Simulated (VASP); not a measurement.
# Lu (P6_3/mmc) in VASP: a series of runs

The runs below take Lu through relaxation of cell and atoms, relaxation of shape and atoms at fixed volume, with PBEsol.

Program: VASP 6.6.1. These are calculated values, not measurements. Logs are shortened: lines on timing, memory, paths and dates and some standing lists are left out, and cuts for length are marked.

### Step 1. The structure

Symmetry: P6_3/mmc, No. 194, hexagonal system. Conventional cell: a = 3.503 Å, b = 3.503 Å, c = 5.551 Å, α = 90.00°, β = 90.00°, γ = 120.00°. Lu (site symmetry -6m2) has 12 Lu at 3.43 to 3.50 Å as nearest neighbours.

### Step 2. Relaxation of cell and atoms, PBEsol

Input file INCAR:

```
SYSTEM = Lu
ALGO = Normal
EDIFF = 1E-6
EDIFFG = -0.01
ENCUT = 600
GGA = PS
IBRION = 2
ISIF = 3
ISMEAR = 1
LASPH = .True.
LCHARG = .False.
LREAL = .False.
LWAVE = .False.
NELM = 80
NSW = 90
PREC = Accurate
SIGMA = 0.1
```

Input file KPOINTS:

```
k-points
0
Gamma
  12 12 7
  0 0 0
```

Input file POSCAR:

```
Lu
1.0
    3.5031000000      0.0000000000      0.0000000000
   -1.7515500000      3.0337735920      0.0000000000
    0.0000000000      0.0000000000      5.5509000000
Lu
2
Direct
    0.3333333333      0.6666666667      0.2500000000
    0.6666666667      0.3333333333      0.7500000000
```

Potentials or basis: VASP PAW PBE potentials, release 64 (Lu).

Launch:

```console
> cat potpaw_PBE.64/Lu/POTCAR > POTCAR
> mpirun -np 1 vasp_std > vasp.out
```

OUTCAR:

```text
SYSTEM = Lu
   EDIFF = 1E-6
   EDIFFG = -0.01
   ENCUT = 600
   GGA = PS
   IBRION = 2
   ISIF = 3
   ISMEAR = 1
   LASPH = .True.
   LREAL = .False.
   NELM = 80
   NSW = 90
   PREC = Accurate

 ion  position               nearest neighbor table
   1  0.333  0.667  0.250-   2 3.43   2 3.43   2 3.43   2 3.43   2 3.43   2 3.43
   2  0.667  0.333  0.750-   1 3.43   1 3.43   1 3.43   1 3.43   1 3.43   1 3.43

  LATTYP: Found a hexagonal cell.
 ALAT       =     3.5031000000
 C/A-ratio  =     1.5845679541

  Lattice vectors:

 A1 = (   3.5031000000,   0.0000000000,   0.0000000000)
 A2 = (  -1.7515500000,   3.0337735920,   0.0000000000)
 A3 = (   0.0000000000,   0.0000000000,   5.5509000000)

Analysis of symmetry for initial positions (statically):
=====================================================================
 Subroutine PRICEL returns:
 Original cell was already a primitive cell.

 Routine SETGRP: Setting up the symmetry group for a
 hexagonal supercell.

 Subroutine GETGRP returns: Found 24 space group operations
 (whereof 12 operations were pure point group operations)
 out of a pool of 24 trial point group operations.

The static configuration has the point symmetry D_3d.
 The point group associated with its full space group is D_6h.

Analysis of symmetry for dynamics (positions and initial velocities):
=====================================================================
 Subroutine PRICEL returns:
 Original cell was already a primitive cell.

 Routine SETGRP: Setting up the symmetry group for a
 hexagonal supercell.

 Subroutine GETGRP returns: Found 24 space group operations
 (whereof 12 operations were pure point group operations)
 out of a pool of 24 trial point group operations.

The dynamic configuration has the point symmetry D_3d.
 The point group associated with its full space group is D_6h.

 Subroutine INISYM returns: Found 24 space group operations
 (whereof 12 operations are pure point group operations),
 and found     1 'primitive' translations

----------------------------------------------------------------------------------------

                                     Primitive cell

  volume of cell :      58.9928

  direct lattice vectors                    reciprocal lattice vectors
     3.503100000  0.000000000  0.000000000     0.285461448  0.164811244  0.000000000
    -1.751550000  3.033773592  0.000000000     0.000000000  0.329622488  0.000000000
     0.000000000  0.000000000  5.550900000     0.000000000  0.000000000  0.180150967

  length of vectors
     3.503100000  3.503100000  5.550900000     0.329622488  0.329622488  0.180150967

  position of ions in fractional coordinates (direct lattice)
     0.333333333  0.666666667  0.250000000
     0.666666667  0.333333333  0.750000000

  ion indices of the primitive-cell ions
   primitive index   ion index
                 1           1
                 2           2

----------------------------------------------------------------------------------------

 KPOINTS: k-points

Automatic generation of k-mesh.
 Grid dimensions read from file:
 generate k-points for:   12   12    7

 Generating k-lattice:

  Cartesian coordinates                     Fractional coordinates (reciprocal lattice)
     0.023788454  0.013734270  0.000000000     0.083333333  0.000000000  0.000000000
     0.000000000  0.027468541  0.000000000     0.000000000  0.083333333  0.000000000
     0.000000000  0.000000000  0.025735852     0.000000000  0.000000000  0.142857143

  Length of vectors
     0.027468541  0.027468541  0.025735852

  Shift w.r.t. Gamma in fractional coordinates (k-lattice)
     0.000000000  0.000000000  0.000000000

 Subroutine IBZKPT returns following result:
 ===========================================

 Found     76 irreducible k-points:

 Following reciprocal coordinates:
            Coordinates               Weight
  0.000000  0.000000  0.000000      1.000000
  0.083333  0.000000  0.000000      6.000000
  0.166667  0.000000  0.000000      6.000000
  0.250000  0.000000  0.000000      6.000000
  0.333333  0.000000  0.000000      6.000000
  0.416667  0.000000  0.000000      6.000000
[... 16 lines left out ...]
  0.250000  0.000000  0.142857     12.000000
  0.333333  0.000000  0.142857     12.000000
 [... further k-points ...]
   k-points           NKPTS =     76   k-points in BZ     NKDIM =     76   number of bands    NBANDS=     30
   number of dos      NEDOS =    301   number of ions     NIONS =      2
   total plane-waves  NPLWV =  37632
   dimension x,y,z NGX =    28 NGY =   28 NGZ =   48
   dimension x,y,z NGXF=    56 NGYF=   56 NGZF=   96
   ions per type =               2
   NGX,Y,Z   is equivalent  to a cutoff of  13.29, 13.29, 14.38 a.u.
   NGXF,Y,Z  is equivalent  to a cutoff of  26.58, 26.58, 28.75 a.u.
 SYSTEM =  Lu
   PREC   = accura    normal or accurate (medium, high low for compatibility)
   ISTART =      0    job   : 0-new  1-cont  2-samecut
   ICHARG =      2    charge: 1-file 2-atom 10-const
   ISPIN  =      1    spin polarized calculation?
   LNONCOLLINEAR =      F non collinear calculations
   LSORBIT =      F    spin-orbit coupling
   LASPH  =      T    aspherical Exc in radial PAW
   ENCUT  =  600.0 eV  44.10 Ry    6.64 a.u.   7.00  7.00 11.09*2*pi/ulx,y,z
   NELM   =     80;   NELMIN=  2; NELMDL= -5     # of ELM steps
   EDIFF  = 0.1E-05   stopping-criterion for ELM
   LREAL  =      F    real-space projection
   EDIFFG = -.1E-01   stopping-criterion for IOM
   NSW    =     90    number of steps for IOM
   IBRION =      2    ionic relax: 0-MD 1-quasi-New 2-CG
   NFREE  =      1    steps in history (QN), initial steepest desc. (CG)
   ISIF   =      3    stress and relaxation
   ISYM   =      2    0-nonsym 1-usesym 2-fastsym
   POTIM  = 0.5000    time-step for ionic-motion
   TEBEG  =    0.0;   TEEND  =   0.0 temperature during run
   PSTRESS=    0.0 pullay stress
   NELECT =      50.0000    total number of electrons
   NUPDOWN=      -1.0000    fix difference up-down
   EMIN   =  10.00;   EMAX   =-10.00  energy-range for DOS
   EFERMI =   0.00;   METHOD = LEGACY
   ISMEAR =     1;   SIGMA  =   0.10  broadening in eV -4-tet -1-fermi 0-gaus
   EFERMI_NEDOS =   21; number of points for ismear=-14 and -15
   IALGO  =     38    algorithm
   IMIX   =      4    mixing-type and parameters
     AMIX     =   0.40;   BMIX     =  1.00
     AMIX_MAG =   1.60;   BMIX_MAG =  1.00
  volume/ion in A,a.u.               =      29.50       199.05
  Fermi-wavevector in a.u.,A,eV,Ry     =   1.549287  2.927727 32.657919  2.400289
  Thomas-Fermi vector in A             =   2.654115
   LORBIT       =      0    0 simple, 1 ext, 2 COOP (PROOUT), +10 PAW based schemes
   GGA     = PS    functional components
   LHFCALC =     F    Hartree Fock is set to
   AEXX    =    0.0000 exact exchange contribution
   IVDW    =     0    specifies the selected vdW correction
   LEPSILON=     F    determine dielectric tensor
   LRPA    =     F    only Hartree local field effects (RPA)
 conjugate gradient relaxation of ions
 non-spin polarized calculation
 Methfessel and Paxton  Order N= 1 SIGMA  =   0.10
  energy-cutoff  :      600.00
  volume of cell :       58.99
 maximum number of plane-waves:      1989
 NGX is ok and might be reduce to    28
   NGX = 13   NGY = 13   NGZ = 23

--------------------------------------- Ionic step        1  -------------------------------------------

 number of electron      50.0000005 magnetization

 Free energy of the ion-electron system (eV)
  ---------------------------------------------------
  ext. energy  EPLUGINS =         0.00000000
  ---------------------------------------------------
  free energy    TOTEN  =        -9.86334806 eV

  energy without entropy =       -9.86335073  energy(sigma->0) =       -9.86334895

------------------------ aborting loop because EDIFF is reached ----------------------------------------

  FORCE on cell =-STRESS in cart. coord.  units (eV):
  Direction    XX          YY          ZZ          XY          YZ          ZX
  --------------------------------------------------------------------------------------
  -------------------------------------------------------------------------------------
  Total       -0.9238944     -0.9238944     -1.4315459      0.0000000      0.0000000      0.0000000
  in kB      -25.0919153    -25.0919153    -38.8791488      0.0000000      0.0000000      0.0000000
  external PRESSURE =     -29.6876598 kB  Pullay stress =       0.0000000 kB
[... 89 lines left out ...]
  FREE ENERGIE OF THE ION-ELECTRON SYSTEM (eV)
  ---------------------------------------------------
  free  energy   TOTEN  =        -9.9014362369 eV

  energy  without entropy=       -9.8999817114  energy(sigma->0) =       -9.90095140

[... ionic steps 4 to 31 ...]

--------------------------------------- Ionic step       32  -------------------------------------------

 number of electron      50.0000000 magnetization

------------------------ aborting loop because EDIFF is reached ----------------------------------------

  FORCE on cell =-STRESS in cart. coord.  units (eV):
  Direction    XX          YY          ZZ          XY          YZ          ZX
  --------------------------------------------------------------------------------------
  -------------------------------------------------------------------------------------
  Total       -0.0025659     -0.0025659     -0.0366745     -0.0000000      0.0000000      0.0000000
  in kB       -0.0743339     -0.0743339     -1.0624498     -0.0000000      0.0000000      0.0000000
  external PRESSURE =      -0.4037058 kB  Pullay stress =       0.0000000 kB
[... 57 lines left out ...]
  energy  without entropy=       -9.9007292828  energy(sigma->0) =       -9.90176848

--------------------------------------- Ionic step       34  -------------------------------------------

 number of electron      50.0000000 magnetization

 Free energy of the ion-electron system (eV)
  ---------------------------------------------------
  ext. energy  EPLUGINS =         0.00000000
  ---------------------------------------------------
  free energy    TOTEN  =        -9.90229117 eV

  energy without entropy =       -9.90072832  energy(sigma->0) =       -9.90177022

 E-fermi :   2.2861     XC(G=0): -11.0298

 val. band max:        2.2633793947   @ k =   0.4167   0.0000   0.4286
 cond. band min:       2.2930983039   @ k =   0.1667   0.0833   0.2857
 fundamental gap:      0.0297189092
 Fermi energy:         2.2861015958

 k-point     1 :       0.0000    0.0000    0.0000
  band No.  band energies     occupation
      1     -53.7886      2.00000
      2     -53.7420      2.00000
      3     -24.7969      2.00000
      4     -24.2862      2.00000
      5     -24.2862      2.00000
      6     -24.1833      2.00000
[... 781 lines left out ...]
     29       4.5232      0.00000
     30       6.9362      0.00000

 [... further k-points ...]
[... 5 lines left out ...]
  --------------------------------------------------------------------------------------
  -------------------------------------------------------------------------------------
  Total        0.0156140      0.0156140     -0.0113490      0.0000000      0.0000000     -0.0000000
  in kB        0.4524618      0.4524618     -0.3288714      0.0000000      0.0000000     -0.0000000
  external PRESSURE =       0.1920174 kB  Pullay stress =       0.0000000 kB
[... 17 lines left out ...]
  FREE ENERGIE OF THE ION-ELECTRON SYSTEM (eV)
  ---------------------------------------------------
  free  energy   TOTEN  =        -9.9022911685 eV

  energy  without entropy=       -9.9007283228  energy(sigma->0) =       -9.90177022

 reached required accuracy - stopping structural energy minimisation
```

Wall time 24 min (1 thread of Intel Xeon 6975P-C (Granite Rapids), shared host); peak memory 0.34 GiB.

Results:

```yaml
Free_energy: -9.9023 eV
Relaxed_volume: 27.64 Å³/atom
Relaxed_cell: a = 3.450 Å, b = 3.450 Å, c = 5.364 Å, α = 90.00°, β = 90.00°, γ = 120.00°
Space_group_after_relaxing_to_0.05_Å: P6_3/mmc (No. 194)
Energy_gained_by_relaxing: 19.5 meV/atom
Ionic_steps: 34
Pressure_after_relaxing: 0.0 GPa
Band_gap_on_the_k_mesh: none (metal or under the smearing width)
```

The path:
| step | energy change (eV) | largest force (eV/Å) | pressure (GPa) | volume (Å³) |
| --- | --- | --- | --- | --- |
| 1 | 0.0000 | 0.0000 | -2.97 | 58.99 |
| 2 | -0.0363 | 0.0000 | 1.13 | 54.45 |
| 3 | -0.0381 | 0.0000 | -0.02 | 55.33 |
| 4 | -0.0381 | 0.0000 | 0.06 | 55.25 |
| 5 | -0.0381 | 0.0000 | 0.13 | 55.18 |
| 6 | -0.0388 | 0.0000 | 0.68 | 55.23 |
| 7 | -0.0381 | 0.0000 | 0.17 | 55.32 |
| 8 | -0.0389 | 0.0000 | 0.54 | 55.27 |
| 9 | -0.0387 | 0.0000 | -0.06 | 55.43 |
| 10 | -0.0388 | 0.0000 | -0.23 | 55.38 |
| 11 | -0.0389 | 0.0000 | -0.17 | 55.33 |
| 12 | -0.0389 | 0.0000 | -0.10 | 55.30 |
| 13 | -0.0389 | 0.0000 | -0.01 | 55.28 |
| 14 | -0.0389 | 0.0000 | 0.01 | 55.28 |
| 15 | -0.0389 | 0.0000 | -0.16 | 55.27 |
| 16 | -0.0389 | 0.0000 | 0.10 | 55.27 |
| 17 | -0.0389 | 0.0000 | -0.03 | 55.27 |
| 18 | -0.0389 | 0.0000 | 0.02 | 55.27 |
| 19 | -0.0389 | 0.0000 | 0.07 | 55.27 |
| 20 | -0.0389 | 0.0000 | 0.12 | 55.27 |
| 21 | -0.0389 | 0.0000 | 0.16 | 55.27 |
| 22 | -0.0389 | 0.0000 | 0.30 | 55.28 |
| 23 | -0.0389 | 0.0000 | 0.17 | 55.30 |
| 24 | -0.0389 | 0.0000 | 0.05 | 55.31 |
| 25 | -0.0389 | 0.0000 | 0.15 | 55.31 |
| 26 | -0.0389 | 0.0000 | -0.03 | 55.32 |
| 27 | -0.0389 | 0.0000 | 0.04 | 55.32 |
| 28 | -0.0389 | 0.0000 | -0.13 | 55.32 |
| 29 | -0.0389 | 0.0000 | 0.06 | 55.32 |
| 30 | -0.0389 | 0.0000 | -0.05 | 55.32 |
| 31 | -0.0389 | 0.0000 | -0.24 | 55.32 |
| 32 | -0.0389 | 0.0000 | -0.04 | 55.31 |
| 33 | -0.0389 | 0.0000 | 0.00 | 55.30 |
| 34 | -0.0389 | 0.0000 | 0.02 | 55.29 |

Final structure:
```yaml
crystal:
  lattice:
    - [3.44981, 0.00000, 0.00000]
    - [-1.72491, 2.98763, 0.00000]
    - [0.00000, 0.00000, 5.36441]
  atoms:
    - { symbol: Lu, position: [0.33333, 0.66667, 0.25000] }
    - { symbol: Lu, position: [0.66667, 0.33333, 0.75000] }
```

Caveat: the PAW data sets were made with another functional, which shifts forces and pressure a little.

### Step 3. Relaxation of cell and atoms, PBEsol

This run uses another cell than the first one, of 27.64 Å³/atom, 0.937 times its volume.

Changes to INCAR since step 2:

```diff
@@ -2,4 +2,4 @@
 ALGO = Normal
-EDIFF = 1E-6
-EDIFFG = -0.01
+EDIFF = 1E-7
+EDIFFG = -0.005
 ENCUT = 600
```

KPOINTS is that of step 2.

Input file POSCAR:

```
Lu                                      
1.0
    3.4498128027     -0.0000000000      0.0000000000
   -1.7249064014      2.9876255255     -0.0000000000
   -0.0000000000     -0.0000000000      5.3644056388
  Lu            
     2
Direct
     0.3333333332999970    0.6666666667000030    0.2500000000000000
     0.6666666667000030    0.3333333332999970    0.7500000000000000
```

Potentials or basis: VASP PAW PBE potentials, release 64 (Lu).

Launch:

```console
> cat potpaw_PBE.64/Lu/POTCAR > POTCAR
> mpirun -np 1 vasp_std > vasp.out
```

Run time: 8 min. Hardware: 1 thread of Intel Xeon 6975P-C (Granite Rapids), shared host; peak memory 0.28 GiB.

It converged, with:

```yaml
Free_energy: -9.9019 eV
Energy_gained_by_relaxing: 0.0 meV/atom
Ionic_steps: 10
Pressure_after_relaxing: 0.0 GPa
Band_gap_on_the_k_mesh: none (metal or under the smearing width)
```

Final structure:
```yaml
crystal:
  lattice:
    - [3.45172, 0.00000, 0.00000]
    - [-1.72586, 2.98928, 0.00000]
    - [0.00000, 0.00000, 5.35898]
  atoms:
    - { symbol: Lu, position: [0.33333, 0.66667, 0.25000] }
    - { symbol: Lu, position: [0.66667, 0.33333, 0.75000] }
```

Levels at points of the mesh, in eV from the Fermi level:
```tsv
k point	band 21	band 22	band 23	band 24	band 25	band 26	band 27	band 28	band 29	band 30
(0.00, 0.00, 0.00)	-4.77	-4.75	-4.74	-2.49	0.90	2.19	2.19	2.71	2.99	2.99
(0.50, 0.00, 0.00)	-4.77	-4.75	-2.40	-1.49	-0.92	-0.32	1.71	1.82	2.52	6.38
```

Caveat: the PAW data sets were made with another functional, which shifts forces and pressure a little. Spin-orbit coupling is left out, which matters for the levels of Lu.

### Step 4. Relaxation of shape and atoms at fixed volume, PBEsol (a relaxed cell with its volume scaled by 0.94)

Input file INCAR:

```
SYSTEM = Lu
ALGO = Normal
EDIFF = 1E-7
EDIFFG = -0.01
ENCUT = 600
GGA = PS
IBRION = 2
ISIF = 4
ISMEAR = 1
LASPH = .True.
LCHARG = .False.
LREAL = .False.
LWAVE = .False.
NELM = 80
NSW = 40
PREC = Accurate
SIGMA = 0.1
```

KPOINTS is that of step 3.

Input file POSCAR:

```
Lu                                      
1.0
    3.3812580923     -0.0000000000     -0.0000000000
   -1.6906290462      2.9282554048      0.0000000000
    0.0000000000     -0.0000000000      5.2495841455
  Lu            
     2
Direct
     0.3333333332999970    0.6666666667000030    0.2500000000000000
     0.6666666667000030    0.3333333332999970    0.7500000000000000
```

Launch:

```console
> cat potpaw_PBE.64/Lu/POTCAR > POTCAR
> mpirun -np 1 vasp_std > vasp.out
```

Wall time 1.9 min (1 thread of Intel Xeon 6975P-C (Granite Rapids), shared host); peak memory 0.26 GiB.

Results (log left out):

- Free energy: -9.8667 eV
- Energy gained by relaxing: 0.0 meV/atom
- Ionic steps: 2
- Pressure after relaxing: 3.5 GPa
- Band gap on the k mesh: none (metal or under the smearing width)

Stress tensor (GPa, compression positive):
```
3.45 0.00 0.00
0.00 3.45 0.00
0.00 0.00 3.53
```

Final structure:
```xyz
2
Lattice="3.3792 0.0000 0.0000 -1.6896 2.9265 0.0000 0.0000 0.0000 5.2560" Properties=species:S:1:pos:R:3 pbc="T T T"
Lu    0.0000    1.9510    1.3140
Lu    1.6896    0.9755    3.9420
```

Levels at points of the mesh, in eV from the Fermi level:
| k point | band 22 | band 23 | band 24 | band 25 | band 26 | band 27 | band 28 | band 29 |
| --- | --- | --- | --- | --- | --- | --- | --- | --- |
| (0.00, 0.00, 0.00) | -4.63 | -4.63 | -2.61 | 1.12 | 2.24 | 2.24 | 2.78 | 3.10 |
| (0.50, 0.00, 0.00) | -4.64 | -2.43 | -1.61 | -1.04 | -0.21 | 1.83 | 1.86 | 2.66 |

Caveat: the PAW data sets were made with another functional, which shifts forces and pressure a little.

### Step 5. Relaxation of shape and atoms at fixed volume, PBEsol (a relaxed cell with its volume scaled by 0.96)

INCAR is that of step 4.

KPOINTS is that of step 4.

Input file POSCAR:

```
Lu                                      
1.0
    3.4050705536     -0.0000000000     -0.0000000000
   -1.7025352768      2.9488776012      0.0000000000
    0.0000000000     -0.0000000000      5.2865542660
  Lu            
     2
Direct
     0.3333333332999970    0.6666666667000030    0.2500000000000000
     0.6666666667000030    0.3333333332999970    0.7500000000000000
```

Launch:

```console
> cat potpaw_PBE.64/Lu/POTCAR > POTCAR
> mpirun -np 1 vasp_std > vasp.out
```

It took 1.7 min on 1 thread of Intel Xeon 6975P-C (Granite Rapids), shared host; peak memory 0.27 GiB.

The run converged. Its results:

```
Free energy               : -9.8866 eV
Energy gained by relaxing : 0.0 meV/atom
Ionic steps               : 2
Pressure after relaxing   : 2.3 GPa
Band gap on the k mesh    : none (metal or under the smearing width)
```

Stress tensor (GPa, compression positive):
```
2.24 0.00 0.00
0.00 2.24 0.00
0.00 0.00 2.32
```

Final structure:
```
Lu
1.0
     3.40374    0.00000    0.00000
    -1.70187    2.94772    0.00000
     0.00000    0.00000    5.29070
Lu
2
Direct
  0.33333 0.66667 0.25000
  0.66667 0.33333 0.75000
```

Levels at points of the mesh, in eV from the Fermi level:
| k point | band 23 | band 24 | band 25 | band 26 | band 27 | band 28 |
| --- | --- | --- | --- | --- | --- | --- |
| (0.00, 0.00, 0.00) | -4.67 | -2.57 | 1.04 | 2.22 | 2.22 | 2.75 |
| (0.50, 0.00, 0.00) | -2.42 | -1.57 | -1.00 | -0.26 | 1.79 | 1.84 |

Caveat: the PAW data sets were made with another functional, which shifts forces and pressure a little. The run has no spin-orbit coupling, so splittings on Lu are missing.

[end of part 1 of 2]
